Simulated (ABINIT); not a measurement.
# KI (Fm-3m): one start, several treatments of the self-energy

How much does the gap of KI (Fm-3m) depend on the approximation to the self-energy?

Method: PBE and many-body steps on it, plane waves, in ABINIT 10.8.3.

## 1. The starting structure

It takes space group Fm-3m (No. 225, cubic). The conventional cell has a = 7.066 Å, b = 7.066 Å, c = 7.066 Å, α = 90.00°, β = 90.00°, γ = 90.00°. Nearest to K lie 6 I at 3.53 Å. Nearest to I lie 6 K at 3.53 Å. Farther neighbours and most contacts between anions are not listed.

The cell and positions come from the Crystallography Open Database and are kept as given unless a step says otherwise. Spin-orbit coupling is left out unless a step names it.

## 2. Empty states on the mesh, 4×4×4 mesh, 411 bands

This step: ABINIT 10.8.3; DFT, PBE, plane waves, norm-conserving pseudopotentials.

The sums over transitions need many empty states on a uniform mesh; this step solves for them.

Input file run.abi:

```
acell 3*1.0 Angstrom
rprim 
  0.000000000000 3.532775000000 3.532775000000
  3.532775000000 0.000000000000 3.532775000000
  3.532775000000 3.532775000000 -0.000000000000
ntypat 2
znucl 19 53
natom 2
typat 1 2
xred 
  0.000000000000 0.000000000000 0.000000000000
  0.500000000000 0.500000000000 0.500000000000
pp_dirpath "pseudos"
pseudos "K.upf, I.upf"
ecut 33
ngkpt 4 4 4
nshiftk 1
shiftk 0 0 0
kptopt 1
chksymbreak 0
iscf -2
irdden 1
istwfk *1
nband 411
nbdbuf 36
tolwfr 1e-09
nstep 60
prtvol 0
indata_prefix "in"
outdata_prefix "out"
tmpdata_prefix "tmp"
```

Launch:

```
$ OMP_NUM_THREADS=1 mpirun -n 4 abinit run.abi > log
```

Numbers of over 12 decimals in the logs are rounded to 6 here.

The program printed:

```text
.Version 10.8.3 of ABINIT. v10.8.2 released Aug 2026.

 Symmetries : space group Fm -3 m (#225); Bravais cF (face-center cubic)
[... echo of the input left out ...]
== DATASET  1 ==================================================================
-   mpi_nproc: 4, omp_nthreads: 1 (-1 if OMP is not activated)

--- !DatasetInfo
iteration_state: {dtset: 1, }
dimensions: {natom: 2, nkpt: 8, mband: 411, nsppol: 1, nspinor: 1, nspden: 1, mpw: 5434, }
cutoff_energies: {ecut:  33.0, pawecutdg:  -1.0, }
[...]
5.55162    5.55162    5.55859    5.55859    5.55859    5.56683    5.56683    5.56683
   5.57758    5.62667    5.63720    5.63745    5.63747    5.63751    5.63778    5.63787
   5.64005    5.64005    5.64034
 prteigrs : prtvol=0 or 1, do not print more k-points.

== END DATASET(S) ==============================================================
================================================================================

 -outvars: echo values of variables after computation  --------
            nband         411
             nkpt           8
          spgroup         225
 [... the other variables as echoed above ...]

 Calculation completed.
```

The job ended after 5.2 min (4 MPI ranks of Arm Neoverse V1, shared host; peak memory 0.59 GiB; 21 min of CPU time).

This step gave:

```
gap                                                           : 3.962 eV
k of the valence top                                          : 0, 0, 0
k of the conduction bottom                                    : 0, 0, 0
least direct gap                                              : 3.962 eV
k points computed                                             : 8
lowest point of the top converged band, above the valence top : 143.2116 eV
```

On this mesh the gap is 3.962 eV.

The density comes from a self-consistent run that is not shown.

## 3. Screening, 4×4×4 mesh, 375 bands, screening to 228.6 eV

The RPA dielectric matrix is built and inverted for each q.

This step: RPA screening on PBE, plane waves, norm-conserving pseudopotentials.

run.abi, as its differences from that of step 2:

```diff
@@ -20,10 +20,11 @@
 chksymbreak 0
-iscf -2
-irdden 1
 istwfk *1
-nband 411
-nbdbuf 36
-tolwfr 1e-09
-nstep 60
-prtvol 0
+occopt 1
+irdwfk 1
+optdriver 3
+nband 375
+ecuteps 8.4
+inclvkb 2
+awtr 1
+symchi 1
 indata_prefix "in"
```

The program printed:

```text
.Version 10.8.3 of ABINIT. v10.8.2 released Aug 2026.

 Symmetries : space group Fm -3 m (#225); Bravais cF (face-center cubic)
[... echo of the input left out ...]
== DATASET  1 ==================================================================
-   mpi_nproc: 4, omp_nthreads: 1 (-1 if OMP is not activated)

--- !DatasetInfo
iteration_state: {dtset: 1, }
dimensions: {natom: 2, nkpt: 8, mband: 375, nsppol: 1, nspinor: 1, nspden: 1, mpw: 5434, }
cutoff_energies: {ecut:  33.0, pawecutdg:  -1.0, }
electrons: {nelect:   1.60000000E+01, charge:   0.00000000E+00, occopt:   1.00000000E+00, tsmear:   1.00000000E-02, }

 SCREENING: Calculation of the susceptibility and dielectric matrices

 Based on a program developped by R.W. Godby, V. Olevano, G. Onida, and L. Reining.
 Incorporated in ABINIT by V. Olevano, G.-M. Rignanese, and M. Torrent.
.Using double precision arithmetic ; gwpc =  8

[... cell and pseudopotentials left out ...]
--------------------------------------------------------------------------------

 ==== K-mesh for the wavefunctions ====
 Number of points in the irreducible wedge :     8
[... list of points left out ...]
 Together with 48 symmetry operations and time-reversal symmetry
 yields    64 points in the full Brillouin Zone.

 ==== Q-mesh for the screening function ====
 Number of points in the irreducible wedge :     8
[... list of points left out ...]
 Together with 48 symmetry operations and time-reversal symmetry
 yields    64 points in the full Brillouin Zone.

 setmesh: FFT mesh size selected  =    40x   40x   40
          total number of points  =        64000

 vcoul_init : cutoff-mode = AUXILIARY_FUNCTION
 q-points for optical limit:   1
     1)      0.000010    0.000020    0.000030

- screening: taking advantage of time-reversal symmetry
- Maximum band index for partially occupied states nbvw = 8
- Remaining bands to be divided among processors   nbcw = 367
- Number of bands treated by each node ~91

 Number of electrons calculated from density =   16.0000; Expected =   16.0000
 average of density, n =  0.026887
 r_s =    2.0707
 omega_plasma =   15.8172 [eV]

 calculating chi0 at frequencies [eV] :
  1    0.000000E+00    0.000000E+00
  2    0.000000E+00    1.581715E+01

--------------------------------------------------------------------------------
  q-point number  1        q = ( 0.000000, 0.000000, 0.000000) [r.l.u.]
--------------------------------------------------------------------------------
[... chi0 elements left out ...]
 For q-point:  0.000010 0.000020 0.000030
  dielectric constant =   2.6562
  dielectric constant without local fields =   3.2762

  Average fulfillment of the sum rule on Im[epsilon] for q-point    1 :     92.20  [%]
[... wings left out ...]
  q-point number  2        q = ( 0.250000, 0.000000, 0.000000) [r.l.u.]
--------------------------------------------------------------------------------
[... chi0 elements left out ...]
  Average fulfillment of the sum rule on Im[epsilon] for q-point    2 :     95.86  [%]

 [... 6 further q-points ...]
```

Run time: 5.5 min. Hardware: 4 MPI ranks; peak memory 4 GiB.

This step gave:

| Quantity | Value |
| --- | --- |
| ε∞ with local fields, on this mesh, along the program's q direction | 2.656 |
| the same without local fields | 3.276 |
| plasma frequency | 15.82 eV |
| plane waves in the screening matrix | 701 |

Local fields lower ε∞ by 19 %.

## 4. G0W0, Godby-Needs plasmon pole

The self-energy is evaluated for the states that the input lists, and the levels follow from it, in one-shot runs by the linearised quasiparticle equation.

This step: G0W0 on PBE, plane waves, norm-conserving pseudopotentials.

run.abi, as its differences from that of step 3:

```diff
@@ -23,8 +23,15 @@
 irdwfk 1
-optdriver 3
+optdriver 4
 nband 375
+gwcalctyp 0
+ecutsigx 33
+symsigma 1
+nkptgw 1
+kptgw 
+  0.0000000000 0.0000000000 0.0000000000
+bdgw 
+  6 12
 ecuteps 8.4
-inclvkb 2
-awtr 1
-symchi 1
+irdscr 1
+ppmodel 1
 indata_prefix "in"
```

The program printed:

```text
.Version 10.8.3 of ABINIT. v10.8.2 released Aug 2026.

 Symmetries : space group Fm -3 m (#225); Bravais cF (face-center cubic)
[... echo of the input left out ...]
== DATASET  1 ==================================================================
-   mpi_nproc: 4, omp_nthreads: 1 (-1 if OMP is not activated)

--- !DatasetInfo
iteration_state: {dtset: 1, }
dimensions: {natom: 2, nkpt: 8, mband: 375, nsppol: 1, nspinor: 1, nspden: 1, mpw: 5434, }
cutoff_energies: {ecut:  33.0, pawecutdg:  -1.0, }
electrons: {nelect:   1.60000000E+01, charge:   0.00000000E+00, occopt:   1.00000000E+00, tsmear:   1.00000000E-02, }

 SIGMA: Calculation of the GW corrections

 Based on a program developped by R.W. Godby, V. Olevano, G. Onida, and L. Reining.
 Incorporated in ABINIT by V. Olevano, G.-M. Rignanese, and M. Torrent.
.Using double precision arithmetic ; gwpc =  8

[... cell and pseudopotentials left out ...]
--------------------------------------------------------------------------------

 ==== K-mesh for the wavefunctions ====
 Number of points in the irreducible wedge :     8
[... list of points left out ...]
 Together with 48 symmetry operations and time-reversal symmetry
 yields    64 points in the full Brillouin Zone.

 ==== Q-mesh for screening function ====
 Number of points in the irreducible wedge :     8
[... list of points left out ...]
 Together with 48 symmetry operations and time-reversal symmetry
 yields    64 points in the full Brillouin Zone.

 vcoul_init : cutoff-mode = AUXILIARY_FUNCTION
 q-points for optical limit:   1
     1)      0.000010    0.000020    0.000030
 setmesh: FFT mesh size selected  =    50x   50x   50
          total number of points  =       125000

 Number of electrons calculated from density =   16.0000; Expected =   16.0000
 average of density, n =  0.026887
 r_s =    2.0707
 omega_plasma =   15.8172 [eV]

 === KS Band Gaps ===
  >>>> For spin  1
   Minimum direct gap =   3.9625 [eV], located at k-point      :   0.0000  0.0000  0.0000
   Fundamental gap    =   3.9625 [eV], Top of valence bands at :   0.0000  0.0000  0.0000
                                       Bottom of conduction at :   0.0000  0.0000  0.0000
 SIGMA fundamental parameters:
 PLASMON POLE MODEL  1
 number of plane-waves for SigmaX                 5329
 number of plane-waves for SigmaC and W            701
 number of plane-waves for wavefunctions          5329
 number of bands                                   375
 number of independent spin polarizations            1
 number of spinorial components                      1
 number of k-points in IBZ                           8
 number of q-points in IBZ                           8
 number of symmetry operations                      48
 number of k-points in BZ                           64
 number of q-points in BZ                           64
 number of frequencies for dSigma/dE                 9
 frequency step for dSigma/dE [eV]                0.25
 number of omega for Sigma on real axis              0
 max omega for Sigma on real axis  [eV]           0.00
 zcut for avoiding poles [eV]                     0.10

 EPSILON^-1 parameters (SCR file):
 dimension of the eps^-1 matrix on file            701
 dimension of the eps^-1 matrix used               701
 number of plane-waves for wavefunctions          5329
 number of bands                                   375
 number of q-points in IBZ                           8
 number of frequencies                               2
 number of real frequencies                          1
 number of imag frequencies                          1

 matrix elements of self-energy operator (all in [eV])

 Perturbative Calculation

--- !SelfEnergy_ee
iteration_state: {dtset: 1, }
kpoint     : [   0.000,    0.000,    0.000, ]
spin       : 1
KS_gap     :    3.962
QP_gap     :    6.092
Delta_QP_KS:    2.129
data: !SigmaeeData |
     Band     E0 <VxcDFT>   SigX SigC(E0)      Z dSigC/dE  Sig(E)    E-E0       E
        6   0.119 -11.176 -14.233   1.015   0.808  -0.237 -12.826  -1.651  -1.532
        7   0.119 -11.176 -14.233   1.015   0.808  -0.237 -12.826  -1.651  -1.532
        8   0.119 -11.176 -14.233   1.015   0.808  -0.237 -12.826  -1.651  -1.532
        9   4.081  -6.410  -2.934  -2.913   0.850  -0.176  -5.931   0.479   4.560
       10   6.624  -7.766  -3.475  -3.098   0.843  -0.187  -6.761   1.004   7.628
       11   6.624  -7.766  -3.475  -3.098   0.843  -0.187  -6.761   1.004   7.628
       12   6.624  -7.766  -3.475  -3.098   0.843  -0.187  -6.761   1.004   7.628

== END DATASET(S) ==============================================================
================================================================================

 -outvars: echo values of variables after computation  --------
           etotal      0.0000000000E+00
            nband         375
             nkpt           8
          spgroup         225
 [... the other variables as echoed above ...]

 Calculation completed.
```

Wall time 2.1 min (4 MPI ranks); peak memory 4.6 GiB.

This step gave:

```
G0W0 gap on the points computed              : 6.092 eV
starting gap on the mesh                     : 3.962 eV
k of the valence top                         : 0, 0, 0
k of the conduction bottom                   : 0, 0, 0
Z at the valence top                         : 0.808
Z at the conduction bottom                   : 0.85
least direct G0W0 gap on the computed points : 6.092 eV
```

The gap on the mesh goes from 3.96 eV to 6.09 eV, a correction of +2.13 eV.

## 5. G0W0, Hybertsen-Louie plasmon pole

run.abi, as its differences from that of step 4:

```diff
@@ -35,3 +35,3 @@
 irdscr 1
-ppmodel 1
+ppmodel 2
 indata_prefix "in"
```

The program printed:

```text
.Version 10.8.3 of ABINIT. v10.8.2 released Aug 2026.

 Symmetries : space group Fm -3 m (#225); Bravais cF (face-center cubic)
[... echo of the input left out ...]
== DATASET  1 ==================================================================
-   mpi_nproc: 4, omp_nthreads: 1 (-1 if OMP is not activated)

--- !DatasetInfo
iteration_state: {dtset: 1, }
dimensions: {natom: 2, nkpt: 8, mband: 375, nsppol: 1, nspinor: 1, nspden: 1, mpw: 5434, }
cutoff_energies: {ecut:  33.0, pawecutdg:  -1.0, }
electrons: {nelect:   1.60000000E+01, charge:   0.00000000E+00, occopt:   1.00000000E+00, tsmear:   1.00000000E-02, }

 SIGMA: Calculation of the GW corrections

 Based on a program developped by R.W. Godby, V. Olevano, G. Onida, and L. Reining.
 Incorporated in ABINIT by V. Olevano, G.-M. Rignanese, and M. Torrent.
.Using double precision arithmetic ; gwpc =  8

[... cell and pseudopotentials left out ...]
--------------------------------------------------------------------------------

 ==== K-mesh for the wavefunctions ====
 Number of points in the irreducible wedge :     8
[... list of points left out ...]
 Together with 48 symmetry operations and time-reversal symmetry
 yields    64 points in the full Brillouin Zone.

 ==== Q-mesh for screening function ====
 Number of points in the irreducible wedge :     8
[... list of points left out ...]
 Together with 48 symmetry operations and time-reversal symmetry
 yields    64 points in the full Brillouin Zone.

 vcoul_init : cutoff-mode = AUXILIARY_FUNCTION
 q-points for optical limit:   1
     1)      0.000010    0.000020    0.000030
 setmesh: FFT mesh size selected  =    50x   50x   50
          total number of points  =       125000

 Number of electrons calculated from density =   16.0000; Expected =   16.0000
[...]
number of q-points in BZ                           64
 number of frequencies for dSigma/dE                 9
 frequency step for dSigma/dE [eV]                0.25
 number of omega for Sigma on real axis              0
 max omega for Sigma on real axis  [eV]           0.00
 zcut for avoiding poles [eV]                     0.10

 EPSILON^-1 parameters (SCR file):
 dimension of the eps^-1 matrix on file            701
 dimension of the eps^-1 matrix used               701
 number of plane-waves for wavefunctions          5329
 number of bands                                   375
 number of q-points in IBZ                           8
 number of frequencies                               2
 number of real frequencies                          1
 number of imag frequencies                          1

 matrix elements of self-energy operator (all in [eV])

 Perturbative Calculation

--- !SelfEnergy_ee
iteration_state: {dtset: 1, }
kpoint     : [   0.000,    0.000,    0.000, ]
spin       : 1
KS_gap     :    3.962
QP_gap     :    6.181
Delta_QP_KS:    2.218
data: !SigmaeeData |
     Band     E0 <VxcDFT>   SigX SigC(E0)      Z dSigC/dE  Sig(E)    E-E0       E
        6   0.119 -11.176 -14.233   0.745   0.852  -0.173 -13.147  -1.971  -1.853
        7   0.119 -11.176 -14.233   0.745   0.852  -0.173 -13.147  -1.971  -1.853
        8   0.119 -11.176 -14.233   0.745   0.852  -0.173 -13.147  -1.971  -1.853
        9   4.081  -6.410  -2.934  -3.193   0.874  -0.144  -6.162   0.247   4.328
       10   6.624  -7.766  -3.475  -3.436   0.867  -0.154  -7.025   0.741   7.364
       11   6.624  -7.766  -3.475  -3.436   0.867  -0.154  -7.025   0.741   7.364
       12   6.624  -7.766  -3.475  -3.436   0.867  -0.154  -7.025   0.741   7.364

== END DATASET(S) ==============================================================
================================================================================

 -outvars: echo values of variables after computation  --------
           etotal      0.0000000000E+00
            nband         375
             nkpt           8
          spgroup         225
 [... the other variables as echoed above ...]

 Calculation completed.
```

It took 2 min on 4 MPI ranks; peak memory 4.4 GiB.

Numbers from this step:

| Property | Result |
| --- | --- |
| G0W0 gap on the points computed | 6.181 eV |
| starting gap on the mesh | 3.962 eV |
| k of the valence top | 0, 0, 0 |
| k of the conduction bottom | 0, 0, 0 |
| Z at the valence top | 0.852 |
| Z at the conduction bottom | 0.874 |
| least direct G0W0 gap on the computed points | 6.181 eV |

Against G0W0 in ABINIT (4×4×4 mesh, 375 bands, screening to 228.6 eV, Godby-Needs plasmon pole), the gap moves by +0.089 eV.

## 6. G0W0, von der Linden-Horsch plasmon pole

run.abi, as its differences from that of step 5:

```diff
@@ -35,3 +35,3 @@
 irdscr 1
-ppmodel 2
+ppmodel 3
 indata_prefix "in"
```

The program printed:

```text
.Version 10.8.3 of ABINIT. v10.8.2 released Aug 2026.

 Symmetries : space group Fm -3 m (#225); Bravais cF (face-center cubic)
[... echo of the input left out ...]
== DATASET  1 ==================================================================
-   mpi_nproc: 4, omp_nthreads: 1 (-1 if OMP is not activated)

--- !DatasetInfo
iteration_state: {dtset: 1, }
dimensions: {natom: 2, nkpt: 8, mband: 375, nsppol: 1, nspinor: 1, nspden: 1, mpw: 5434, }
cutoff_energies: {ecut:  33.0, pawecutdg:  -1.0, }
[...]
10   6.624  -7.766  -3.475  -3.450   0.892  -0.121  -7.017   0.749   7.373
       11   6.624  -7.766  -3.475  -3.450   0.892  -0.121  -7.017   0.749   7.373
       12   6.624  -7.766  -3.475  -3.450   0.892  -0.121  -7.017   0.749   7.373

== END DATASET(S) ==============================================================
================================================================================

 -outvars: echo values of variables after computation  --------
           etotal      0.0000000000E+00
            nband         375
             nkpt           8
          spgroup         225
 [... the other variables as echoed above ...]

 Calculation completed.
```

Elapsed: 51 s, on 4 MPI ranks; peak memory 4 GiB.

Numbers from this step:

| Quantity | Value |
| --- | --- |
| G0W0 gap on the points computed | 6.28 eV |
| starting gap on the mesh | 3.962 eV |
| k of the valence top | 0, 0, 0 |
| k of the conduction bottom | 0, 0, 0 |
| least direct G0W0 gap on the computed points | 6.28 eV |

Against G0W0 in ABINIT (4×4×4 mesh, 375 bands, screening to 228.6 eV, Godby-Needs plasmon pole), the gap moves by +0.188 eV.

## 7. G0W0, Engel-Farid plasmon pole

run.abi, as its differences from that of step 6:

```diff
@@ -35,3 +35,3 @@
 irdscr 1
-ppmodel 3
+ppmodel 4
 indata_prefix "in"
```

The program printed:

```text
.Version 10.8.3 of ABINIT. v10.8.2 released Aug 2026.

 Symmetries : space group Fm -3 m (#225); Bravais cF (face-center cubic)
[... echo of the input left out ...]
== DATASET  1 ==================================================================
-   mpi_nproc: 4, omp_nthreads: 1 (-1 if OMP is not activated)

--- !DatasetInfo
iteration_state: {dtset: 1, }
dimensions: {natom: 2, nkpt: 8, mband: 375, nsppol: 1, nspinor: 1, nspden: 1, mpw: 5434, }
cutoff_energies: {ecut:  33.0, pawecutdg:  -1.0, }
[...]
10   6.624  -7.766  -3.475  -3.209   0.847  -0.180  -6.850   0.916   7.540
       11   6.624  -7.766  -3.475  -3.209   0.847  -0.180  -6.850   0.916   7.540
       12   6.624  -7.766  -3.475  -3.209   0.847  -0.180  -6.850   0.916   7.540

== END DATASET(S) ==============================================================
================================================================================

 -outvars: echo values of variables after computation  --------
           etotal      0.0000000000E+00
            nband         375
             nkpt           8
          spgroup         225
 [... the other variables as echoed above ...]

 Calculation completed.
```

Wall time 50 s (4 MPI ranks); peak memory 4.1 GiB.

Numbers from this step:

```yaml
g0w0_gap_on_the_points_computed: 6.15 eV
starting_gap_on_the_mesh: 3.962 eV
k_of_the_valence_top: 0, 0, 0
k_of_the_conduction_bottom: 0, 0, 0
least_direct_g0w0_gap_on_the_computed_points: 6.15 eV
```

Against G0W0 in ABINIT (4×4×4 mesh, 375 bands, screening to 228.6 eV, Godby-Needs plasmon pole), the gap moves by +0.058 eV.

[end of part 1 of 2]

[Paths, hosts, dates, memory and timing lines, banners, echoed tables and standing remarks are left out of the program output.]

[Logs are printed without paths, hosts, clocks, repeated set-up lines and the standing remarks that a program may print on its own settings, such as how far it seeks lower states.]

[Runs of the session that timed out or met a known fault of the program may be left out.]

[Hosts, paths, dates, database ids (printed as entryN), source tags and the programs' standing remarks are cut or masked in the printed files.]

[G0W0 gaps are taken among the corrected bands and points alone; a level outside them can change the order at an edge.]

[Where Ansatz stands beside ABINIT at settings called matched, ABINIT's density can come from a denser mesh and the files from another edition; pairs whose starting gaps differed by over 0.03 eV were left out, so agreement reads better than it is.]
